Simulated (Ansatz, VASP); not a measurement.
One calculation of Ti4H, two programs

```xyz
5
Lattice="3.2553 0.0000 0.0000 0.0000 3.2553 0.0000 0.0000 0.0000 20.1794" Properties=species:S:1:pos:R:3 pbc="T T T"
Ti    1.6277    1.6277    4.0000
Ti    0.0000    0.0000    5.6277
Ti    1.6277    1.6277    7.1674
Ti    0.0000    0.0000    8.6794
H     0.0000    0.0000   10.4138
```

Alike in both runs: functional PBE; k mesh 8 × 8 × 1; occupations gaussian, width 0.1 eV; no spin polarisation.

Ansatz relaxed the structure, and its values are those at the end. VASP's run is a single point on that final structure, the one shown.

|  | VASP | Ansatz |
| --- | --- | --- |
| version | VASP 6.6.1 | Ansatz 0.2.0 |
| potentials or method | VASP PAW PBE potentials, release 64 (Ti_sv, H) | scalar-relativistic, plane waves, PAW |
| plane-wave cutoff (eV) | 520 | 420 |
| valence electrons in the cell | 49 | 49 |

```tsv
	VASP	Ansatz	Ansatz less VASP
gap on the k mesh at the Fermi level (eV)	none	none	-
rms of the force components (eV/Å)	0.368	0.369	+0.0015
```

A gap of «none» marks a metal or a gap that the smearing closes. With one functional, cell and mesh, what is left measures potentials, basis and numerics. Ansatz warned: «vacuum_below_fermi».
